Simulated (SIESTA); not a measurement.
Input of a SIESTA 5.4.2 run:

Contents of run.py:

```python
from ase.io import read
from ase.calculators.siesta import Siesta
from ase.units import Ry, GPa
from ase.optimize import BFGS
from ase.filters import FrechetCellFilter

atoms = read("Zn.cif")

fdf = {
    'SCFMustConverge': False,
    'OccupationFunction': 'FD',
    'ElectronicTemperature': '0.05 eV',
    'MaxSCFIterations': '120',
    'SCF.Mixer.Method': 'Pulay',
    'SCF.Mixer.Weight': '0.25',
    'SCF.Mixer.History': '8',
    'SCF.DM.Tolerance': '5.0e-05',
    'SCF.H.Tolerance': '1.0e-03 eV',
    'WriteForces': 'true',
    'Charge.Mulliken': 'end',
}
calc = Siesta(
    label="Zn",
    command="siesta < PREFIX.fdf > PREFIX.out",
    pseudo_path="pseudos",
    pseudo_qualifier="",
    xc=('VDW', 'LMKLL'),
    basis_set="DZP",
    mesh_cutoff=800 * Ry,
    energy_shift=0.02 * Ry,
    kpts=[12, 12, 12],
    spin="non-polarized",
    fdf_arguments=fdf,
)
atoms.calc = calc

opt = BFGS(FrechetCellFilter(atoms), trajectory="relax.traj")
converged = opt.run(fmax=0.04, steps=40)
print("converged:", converged)
print("cell (A):", atoms.cell.cellpar().round(5))
print("scaled positions:")
print(atoms.get_scaled_positions().round(6))
print(f"energy = {atoms.get_potential_energy():.6f} eV")
free = atoms.get_potential_energy(force_consistent=True)
print(f"free energy = {free:.6f} eV")
print("forces (eV/A):")
print(atoms.get_forces(apply_constraint=False).round(6))
print("stress (GPa, Voigt order, tension positive):", (atoms.get_stress() / GPa).round(4))
```

File Zn.cif:

```cif
data_Zn
_cell_length_a 2.71765180
_cell_length_b 2.71765180
_cell_length_c 2.71765180
_cell_angle_alpha 109.47122063
_cell_angle_beta 109.47122063
_cell_angle_gamma 109.47122063
_space_group_name_H-M_alt 'P1'
_space_group_name_Hall 'P 1'
_space_group_IT_number 1
loop_
_space_group_symop_operation_xyz
'x,y,z'
loop_
_atom_site_label
_atom_site_type_symbol
_atom_site_symmetry_multiplicity
_atom_site_Wyckoff_symbol
_atom_site_fract_x
_atom_site_fract_y
_atom_site_fract_z
_atom_site_occupancy
Zn1 Zn 1 a 0.0000000000 0.0000000000 0.0000000000 1
```

Potentials or basis: PseudoDojo 0.4 standard (PBE files), DZP (energy shift 0.02 Ry).

Launch:

```bash
$ python run.py
```

Problem. What does it give for the band gap on the k mesh?

Solution. None (metal or under the smearing width).

Problem. Estimate the relaxed volume.

Solution. 12.00 Å³/atom.

Problem. Predict the relaxed cell.

Solution. a = 2.498 Å, b = 2.498 Å, c = 2.498 Å, α = 109.46°, β = 109.46°, γ = 109.46°.

Problem. What does it give for the space group after relaxing (to 0.05 Å)?

Solution. Im-3m (No. 229).

Step by step:
| step | energy change (eV) | largest force (eV/Å) | pressure (GPa) | volume (Å³) |
| --- | --- | --- | --- | --- |
| 1 | 0.0000 | 0.0000 | -23.94 | 15.45 |
| 2 | -0.2110 | 0.0000 | -21.38 | 14.00 |
| 3 | 0.4647 | 0.0000 | 127.30 | 9.20 |
| 4 | -0.3438 | 0.0000 | -12.89 | 12.85 |
| 5 | -0.3803 | 0.0000 | -7.41 | 12.33 |
| 6 | -0.3848 | 0.0000 | 4.86 | 11.72 |
| 7 | -0.3888 | 0.0000 | 0.94 | 11.95 |
| 8 | -0.3889 | 0.0000 | 0.32 | 12.00 |

Caveat: semicore shells carry a single zeta, which can move pressures by several GPa and volumes by a few percent; the volume moved by over 15 % at a fixed basis, so the end points are rough; the valence orbitals were made in a potential fitted to the semicore shell under them, which widens gaps by tenths of an eV or more; the potentials were made for another functional, which shifts forces and pressure; the basis of atomic orbitals isn't converged, which shifts pressures, moduli and gaps.
